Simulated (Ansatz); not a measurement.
In doubt: masses and optical values from hybrid runs of this build are listed as unsure (in some of the runs), which bears on the screening that GW takes from such a start.

Consider Sb2S3 (Stibnite).

```cif
data_structure
_symmetry_space_group_name_H-M 'P 1'
_symmetry_Int_Tables_number 1
_cell_length_a 11.3110
_cell_length_b 3.8389
_cell_length_c 11.2230
_cell_angle_alpha 90.000
_cell_angle_beta 90.000
_cell_angle_gamma 90.000
_cell_volume 487.32
loop_
_atom_site_label
_atom_site_type_symbol
_atom_site_fract_x
_atom_site_fract_y
_atom_site_fract_z
_atom_site_occupancy
Sb1 Sb 0.47061 0.25000 0.32595 1
Sb2 Sb 0.02939 0.75000 0.82595 1
Sb3 Sb 0.97061 0.25000 0.17405 1
Sb4 Sb 0.52939 0.75000 0.67405 1
Sb5 Sb 0.35059 0.75000 0.03602 1
Sb6 Sb 0.14941 0.25000 0.53602 1
Sb7 Sb 0.85059 0.75000 0.46398 1
Sb8 Sb 0.64941 0.25000 0.96398 1
S9 S 0.29214 0.25000 0.19181 1
S10 S 0.20786 0.75000 0.69181 1
S11 S 0.79214 0.25000 0.30819 1
S12 S 0.70786 0.75000 0.80819 1
S13 S 0.54980 0.75000 0.12300 1
S14 S 0.95020 0.25000 0.62300 1
S15 S 0.04980 0.75000 0.37700 1
S16 S 0.45020 0.25000 0.87700 1
S17 S 0.37510 0.75000 0.43890 1
S18 S 0.12490 0.25000 0.93890 1
S19 S 0.87510 0.75000 0.06110 1
S20 S 0.62490 0.25000 0.56110 1
```

The cell and positions come from the Crystallography Open Database and are kept as given unless a step says otherwise. Spin-orbit coupling is left out unless a run names it. PAW set soft_2, made with PBE.

Gaps computed with Ansatz 0.2.0 without a self-energy: HSE06 1.82 eV, PBE0 2.43 eV and LDA 1.21 eV.

**Question.** What gap should G0W0 on HSE06 give (2×4×2 mesh, 676 empty bands, screening to 72 eV, default PAW files)?

About 1.85 eV: on its mesh the run moves the gap from 1.82 eV by +0.03 eV. Among the scalar-relativistic levels given, HSE06 is nearest (−0.03 eV). Bands and cutoff are finite, so the gap is not at the basis limit. The miss can reach some tenths of an eV and take either sign; the mesh is an error of its own. The 2×4×2 mesh is coarse for this cell (its supercell is 15 Å along the shortest edge). The RPA ε∞ on it, from the HSE06 start, is 6.70, 9.69 and 10.10; such meshes misread the long-range screening, most where the gap is narrow. The many-body steps are scalar-relativistic: spin-orbit coupling is not in them.

[Paths, hosts, dates, memory and timing lines, banners, echoed tables and standing remarks are left out of the program output.]

[Logs are printed without paths, hosts, clocks, repeated set-up lines and the standing remarks that a program may print on its own settings, such as how far it seeks lower states.]

[Runs of the session that timed out or met a known fault of the program may be left out.]

[Cells called generated may have been cut or substituted from an entry of the Crystallography Open Database or the Materials Project.]

[Hosts, paths, dates, database ids (printed as entryN), source tags and the programs' standing remarks are cut or masked in the printed files.]
